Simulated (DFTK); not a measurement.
# GaN (P6_3mc) in DFTK: band structure with r2SCAN

Aim: the band structure of GaN with r2SCAN.

Program: DFTK 0.8.2. These are calculated values, not measurements. Logs are shortened: lines on timing, memory, paths and dates and some standing lists are left out, and cuts for length are marked.

**What was measured.**

“Studying electronic properties in GaN without electrical contacts using γ-γ vs e−-γ Perturbed Angular Correlations”, 2019, pmc:6823545 quotes, for a bulk crystal of GaN: band gap 3.503 ± 0.005 eV (direct).

The results are compared with them further down.

## (1) The structure

Symmetry: P6_3mc, No. 186, hexagonal system. Conventional cell: a = 3.180 Å, b = 3.180 Å, c = 5.166 Å, α = 90.00°, β = 90.00°, γ = 120.00°. Ga (site symmetry 3m) has 4 N at 1.94 to 1.95 Å as nearest neighbours. Around N (site symmetry 3m) lie 4 Ga at 1.94 to 1.95 Å.

## (2) Band structure, r2SCAN

run.jl

```julia
using DFTK
using PseudoPotentialData
using Unitful, UnitfulAtomic
using LinearAlgebra, Printf
include("save.jl")
disable_threading()

lines     = readlines("GaN.xyz")
cell_ang  = reshape(parse.(Float64, split(match(r"Lattice=\"([^\"]+)\"", lines[2])[1])), 3, 3)
lattice   = austrip(1u"Å") * cell_ang
symbols   = [Symbol(split(l)[1]) for l in lines[3:end]]
positions = [round.(cell_ang \ parse.(Float64, split(l)[2:4]); digits=9) for l in lines[3:end]]
pseudopotentials = Dict(:Ga => "Ga.upf", :N => "N.upf")
elements = Dict(s => ElementPsp(s, pseudopotentials; rcut=10.0) for s in unique(symbols))
atoms    = [elements[s] for s in symbols]

build_model(lattice, positions; symmetries=true) =
    model_DFT(lattice, atoms, positions;
              functionals=r2SCAN(),
              temperature=austrip(0.05u"eV"),
              smearing=Smearing.FermiDirac(),
              symmetries)
Ecut  = 45.0  # hartree
kgrid = [6, 6, 3]
tol   = 1e-6
to_GPa = ustrip(uconvert(u"GPa", 1u"hartree/bohr^3"))

model = build_model(lattice, positions)
basis = PlaneWaveBasis(model; Ecut, kgrid)
display(basis)
scfres = self_consistent_field(basis;
                               tol,
                               nbandsalg=AdaptiveBands(model; n_bands_converge=23),
                               solver=ScfAndersonSolver())
display(scfres.energies)
@printf "Fermi level: %.6f eV\n" ustrip(auconvert(u"eV", something(scfres.εF, NaN)))
forces = compute_forces_cart(scfres)
println("Forces (eV/Å)")
for (s, f) in zip(symbols, forces)
    @printf "%-3s %12.6f %12.6f %12.6f\n" s ustrip.(auconvert.(u"eV/Å", f))...
end
stress = compute_stresses_cart(scfres)
println("Stress (GPa)")
display(round.(stress * to_GPa; digits=4))
println("Levels at the first k-point (eV): ", round.(ustrip.(auconvert.(u"eV", scfres.eigenvalues[1][1:scfres.n_bands_converge])); digits=4))
save_scf!(scfres; forces, stress)

points = Dict("G" => [0.0, 0.0, 0.0], "A" => [0.0, 0.0, 0.5], "H" => [0.3333333333, 0.3333333333, 0.5], "K" => [0.3333333333, 0.3333333333, 0.0], "L" => [0.5, 0.0, 0.5], "M" => [0.5, 0.0, 0.0])
segments = [("G", "M", 6), ("M", "K", 4), ("K", "G", 7), ("G", "A", 3), ("A", "L", 6), ("L", "H", 4), ("H", "A", 7), ("L", "M", 3), ("K", "H", 3)]
kcoords = vcat([[points[a] + t * (points[b] - points[a]) for t in range(0, 1, n)] for (a, b, n) in segments]...)
bands = compute_bands(scfres, ExplicitKpoints(kcoords); n_bands=25, tol=1e-5)
for (k, ε) in zip(bands.basis.kpoints, bands.eigenvalues)
    @printf "%d %8.4f %8.4f %8.4f " k.spin k.coordinate...
    println(join([@sprintf("%9.4f", e) for e in ustrip.(auconvert.(u"eV", ε .- scfres.εF))]))
end
results["band_energies"] = rows(bands.eigenvalues); results["band_kpoints"] = rows(kcoords)
```

GaN.xyz

```xyz
4
Lattice="3.1800000000 0.0000000000 0.0000000000 -1.5900000000 2.7539607840 0.0000000000 0.0000000000 0.0000000000 5.1660000000" Properties=species:S:1:pos:R:3 pbc="T T T"
Ga     1.5900000002      0.9179869279      2.5830000000
Ga    -0.0000000002      1.8359738561      0.0000000000
N      1.5900000002      0.9179869279      4.5202500000
N     -0.0000000002      1.8359738561      1.9372500000
```

Potentials or basis: SG15 1.2 (PBE).

Run with:

```bash
> julia --threads=1 run.jl  # save.jl only writes the numbers to a file and isn't shown; printed stress counts tension as positive; times include loading and compiling
```

Log:

```text
PlaneWaveBasis discretization:

    Ecut                 : 45.0 Ha
    fft_size             : (40, 40, 64), 102400 total points
    kgrid                : MonkhorstPack([6, 6, 3])
    num.   red. kpoints  : 108
    num. irred. kpoints  : 21

    Discretized Model(mgga_x_r2scan+mgga_c_r2scan, 3D):
        lattice (in Bohr)    : [6.00933   , -3.00466  , 0         ]
                               [0         , 5.20423   , 0         ]
                               [0         , 0         , 9.76233   ]
        unit cell volume     : 305.31 Bohr³

        atoms                : Ga₂N₂
        atom potentials      : ElementPsp(:Ga, "Ga.upf")
                               ElementPsp(:Ga, "Ga.upf")
                               ElementPsp(:N, "N.upf")
                               ElementPsp(:N, "N.upf")

        num. electrons       : 36
        spin polarization    : none
        temperature          : 0.0018375 Ha
        smearing             : DFTK.Smearing.FermiDirac()

        terms                : Kinetic()
                               AtomicLocal()
                               AtomicNonlocal()
                               Ewald(nothing)
                               PspCorrection()
                               Hartree()
                               Xc(mgga_x_r2scan, mgga_c_r2scan)
                               Entropy()
n     Energy            log10(ΔE)   log10(Δρ)   log10(Δτ)   Diag   Δtime
---   ---------------   ---------   ---------   ---------   ----   ------
  1   -149.8524040790                   -0.41        1.41    5.7    20.8s
  2   -150.0657140150       -0.67       -1.14        0.94    3.1    12.6s
  3   -150.0709232269       -2.28       -1.58       -0.75    3.1    11.6s
  4   -150.0714805494       -3.25       -2.26       -1.73    1.4    9.08s
  5   -150.0715022049       -4.66       -2.54       -1.85    3.2    10.8s
  6   -150.0715067499       -5.34       -2.87       -2.45    1.1    7.41s
  7   -150.0715077619       -5.99       -3.41       -2.55    2.0    10.5s
  8   -150.0715079662       -6.69       -4.13       -3.39    2.0    10.5s
  9   -150.0715079723       -8.21       -5.05       -4.29    2.8    11.7s
 10   -150.0715079725       -9.90       -5.53       -4.94    3.7    13.2s
 11   -150.0715079725      -11.23       -5.98       -5.49    2.0    10.0s
 12   -150.0715079725      -12.20       -6.47       -5.88    2.0    10.6s
Energy breakdown (in Ha):
    Kinetic             135.1893280
    AtomicLocal         -109.5923032
    AtomicNonlocal      -86.7213463
    Ewald               -117.0034742
    PspCorrection       8.0016577
    Hartree             42.1222492
    Xc                  -22.0676192
    Entropy             -0.0000000

    total               -150.071507972467
Fermi level: 5.642431 eV
Forces (eV/Å)
Ga     -0.000014    -0.000007    -0.119201
Ga      0.000001    -0.000015    -0.119201
N      -0.000003    -0.000001     0.124670
N       0.000001    -0.000003     0.124670
Stress (GPa)
3×3 StaticArraysCore.SMatrix{3, 3, Float64, 9} with indices SOneTo(3)×SOneTo(3):
 1.2647   0.0      0.0
 0.0      1.2647   0.0
 0.0     -0.0     -1.3373
Levels at the first k-point (eV): [-12.4853, -11.3124, -8.8766, -8.852, -8.852, -8.7756, -8.7756, -8.5449, -8.5449, -8.4358, -8.4358, -7.4801, -2.8132, 3.4432, 3.4432, 4.5161, 4.5832, 4.5832, 6.7017, 9.1542, 14.5758, 14.9571, 14.9571]
1   0.0000   0.0000   0.0000  -18.1277 -16.9548 -14.5191 -14.4944 -14.4944 -14.4180 -14.4180 -14.1873 -14.1873 -14.0782 -14.0782 -13.1225  -8.4556  -2.1992  -2.1992  -1.1263  -1.0593  -1.0593   1.0593   3.5118   8.9334   9.3147   9.3147  10.2494  11.2675
1   0.1000   0.0000   0.0000  -18.0249 -16.9200 -14.5061 -14.4785 -14.4685 -14.4054 -14.3960 -14.1965 -14.1883 -14.0973 -14.0756 -13.0627  -8.3109  -2.9366  -2.4157  -1.9309  -1.2344  -1.1550   1.8589   4.1384   8.4461   8.8550   9.5763  10.3503  10.8466
1   0.2000   0.0000   0.0000  -17.7481 -16.8369 -14.4700 -14.4432 -14.3963 -14.3435 -14.3379 -14.2192 -14.1820 -14.1311 -14.0696 -12.9039  -7.9037  -4.4682  -3.3542  -2.9206  -1.5813  -1.4217   3.0511   5.1155   7.2828   8.3475   9.8436  10.0558  11.0877
1   0.3000   0.0000   0.0000  -17.3948 -16.7536 -14.4414 -14.4157 -14.3356 -14.2669 -14.2367 -14.2092 -14.1531 -14.0619 -14.0490 -12.7100  -7.3961  -5.8937  -4.7483  -3.4649  -2.1846  -1.7572   3.9922   5.1694   6.4593   7.9945   9.9395  10.1441  11.2116
1   0.4000   0.0000   0.0000  -17.1039 -16.7085 -14.4353 -14.4068 -14.3027 -14.2383 -14.2129 -14.1929 -14.1113 -14.0533 -13.6144 -12.6475  -7.5410  -6.3180  -5.6526  -3.8629  -2.9474  -2.0240   4.3924   4.9423   5.7534   8.0716   9.9607  10.1412  11.8895
1   0.5000   0.0000   0.0000  -16.9902 -16.7010 -14.4374 -14.4060 -14.2909 -14.2423 -14.1939 -14.1833 -14.0913 -14.0489 -13.2168 -12.8073  -7.7985  -6.5984  -5.5167  -4.0074  -3.3992  -2.1242   4.4087   4.9135   5.4909   8.1845   9.8663  10.1790  12.2396
[... 35 lines left out ...]
1   0.3333   0.3333   0.2500  -16.7526 -16.7526 -14.4434 -14.3170 -14.3170 -14.2392 -14.1664 -14.1664 -14.1595 -14.1411 -12.7643 -12.7643  -7.1657  -7.1657  -6.2651  -4.4099  -3.4124  -3.4124   5.3297   6.6210   6.6210   7.8171   8.8904   8.8904  12.9792
1   0.3333   0.3333   0.5000  -16.7284 -16.7284 -14.3542 -14.3542 -14.3306 -14.3306 -14.1669 -14.1669 -14.1466 -14.1466 -12.7597 -12.7597  -7.5116  -7.5116  -5.4283  -5.4283  -2.6822  -2.6822   5.8152   5.8152   6.8522   6.8522   8.6611   8.6611  13.7891
```

It took 5.2 min on 1 thread of Intel Xeon 6975P-C (Granite Rapids), shared host; peak memory 2 GiB.

Results:

| Item | Value |
| --- | --- |
| Free energy | -4083.6538 eV |
| Pressure | -0.4 GPa |
| Largest force | 0.125 eV/Å |
| Band gap on the k mesh | 2.12 eV, direct |
| Band gap along the path | 2.12 eV, direct |

Forces on the atoms (eV/Å):
```
Ga   0.000  0.000 -0.119
Ga   0.000  0.000 -0.119
N    0.000  0.000  0.125
N    0.000  0.000  0.125
```

Levels at the corners of the path, in eV from the valence-band top:
```tsv
point	band 15	band 16	band 17	band 18	band 19	band 20	band 21	band 22
Γ	-1.14	-0.07	0.00	0.00	2.12	4.57	9.99	10.37
M	-4.46	-2.95	-2.34	-1.06	5.47	5.97	6.55	9.24
K	-5.52	-3.17	-3.17	-2.83	5.60	8.34	8.34	9.12
Γ	-1.14	-0.07	0.00	0.00	2.12	4.57	9.99	10.37
A	-0.59	-0.59	-0.59	-0.59	4.56	4.56	9.12	9.12
L	-2.08	-2.08	-2.05	-2.05	4.78	4.78	8.31	8.31
H	-4.37	-4.37	-1.62	-1.62	6.87	6.87	7.91	7.91
A	-0.59	-0.59	-0.59	-0.59	4.56	4.56	9.12	9.12
L	-2.08	-2.08	-2.05	-2.05	4.78	4.78	8.31	8.31
M	-4.46	-2.95	-2.34	-1.06	5.47	5.97	6.55	9.24
K	-5.52	-3.17	-3.17	-2.83	5.60	8.34	8.34	9.12
H	-4.37	-4.37	-1.62	-1.62	6.87	6.87	7.91	7.91
```

Caveat: the potentials were made for another functional, which shifts forces and pressure.

## (3) How close it comes

Step 2. A measured gap of GaN is 3.503 eV (direct; quoted in “Studying electronic properties in GaN without electrical contacts using γ-γ vs e−-γ Perturbed Angular Correlations”, 2019, pmc:6823545); the calculated 2.12 eV misses it by -1.38 eV. Spin-orbit coupling on Ga is left out. The value is that of r2SCAN, without temperature or zero-point motion.
